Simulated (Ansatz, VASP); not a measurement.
TaN in VASP and in Ansatz

File INCAR:

```
PREC = Accurate
ENCUT = 520
EDIFF = 1E-8
ISMEAR = -1
SIGMA = 0.02
LREAL = F
LASPH = T
NELM = 80
ALGO = Normal
ISIF = 2
LWAVE = F
LCHARG = F
GGA = PS
LEFG = T
NBANDS = 15
```

KPOINTS

```
regular mesh
0
Gamma
  9 9 9
```

The input POSCAR:

```
TaN
1.0
   -0.0217900000      2.1681050000      2.1681050000
    2.1681050000     -0.0217900000      2.1681050000
    2.1681050000      2.1681050000     -0.0217900000
Ta N
1 1
Direct
    0.5000000000      0.5000000000      0.5000000000
    0.0000000000      0.0000000000      0.0000000000
```

Input for Ansatz:

```yaml
crystal:
  lattice:
    - [-0.02179, 2.168105, 2.168105]
    - [2.168105, -0.02179, 2.168105]
    - [2.168105, 2.168105, -0.02179]
  atoms:
    - { symbol: Ta, position: [0.5, 0.5, 0.5] }
    - { symbol: "N", position: [0.0, 0.0, 0.0] }
kpoints:
  mp_grid: { grid: [9, 9, 9] }
scf:
  occupations: { method: fermi_dirac, width: 0.02 }
hamiltonian:
  xc: pbesol
  pseudopotentials: { kind: paw }
output:
  forces: true
  stress: true
  eigenvalues: true
  efg: { contact_densities: true }
```

Change from the starting cell: equal xy, yz and zx shear strains of -1 %, PAW files.

Alike in both runs: task electric field gradients; functional PBEsol; k mesh 9 × 9 × 9; occupations fermi-dirac, width 0.02 eV; no spin polarisation.

|  | VASP | Ansatz |
| --- | --- | --- |
| version | VASP 6.6.1 | Ansatz 0.2.0 |
| potentials or method | VASP PAW PBE potentials, release 64 (Ta_pv, N) | PAW with Ansatz's default frozen-core files, scalar-relativistic |
| plane-wave cutoff (eV) | 520 | 420 |
| valence electrons in the cell | 16 | 18 |

```tsv
	VASP	Ansatz	Ansatz less VASP
pressure (GPa)	5.5	4.4	-1.07
largest component of the traceless stress (GPa)	0.52	0.59	+0.077
Vzz of the field gradient on the site that differs most (V/Å²)	2.1	-0.2	-2.26
```

The functional is the same, so the differences come from potentials, cutoffs and numerics. The two sets of potentials don't hold the same shells in valence. Ansatz warned: «gradients_without_spin_orbit».

Caveats: the PAW data sets were made with another functional, which shifts forces and pressure a little (VASP). Spin-orbit coupling is left out, which matters for the levels of Ta.
